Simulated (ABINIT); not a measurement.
The system is PbSe (Clausthalite).

```
CELL_PARAMETERS angstrom
0.00000 3.06065 3.06065
3.06065 0.00000 3.06065
3.06065 3.06065 0.00000
ATOMIC_POSITIONS crystal
Pb 0.00000 0.00000 0.00000
Se 0.50000 0.50000 0.50000
```

Base run:

| Quantity | Value |
| --- | --- |
| Program | ABINIT 10.8.3 (patched build) |
| Functional | LDA |
| Potentials or basis | PseudoDojo NC SR LDA v0.4.1 standard |
| Cutoff | 1061 eV |
| k mesh | 6 × 6 × 6 |
| Occupations | fermi-dirac, width 0.05 eV |
| Spin | no spin polarisation |

Its results: band gap on the k mesh 0.19 eV, direct; pressure -2.5 GPa.

Problem. The run is repeated on the same cell with these changes: potentials or basis from PseudoDojo NC SR LDA v0.4.1 standard to PseudoDojo NC SR LDA v0.4 stringent; cutoff from 1061 eV to 1306 eV; valence electrons from 30 to 46. What comes out?

Solution. Band gap on the k mesh 0.19 eV, direct; pressure -3.2 GPa.

Caveats: spin-orbit coupling is left out, which as a rule narrows the gap of such compounds by several tenths of an eV.

A k mesh can miss the band edges.

Not every run made on this cell is shown here.
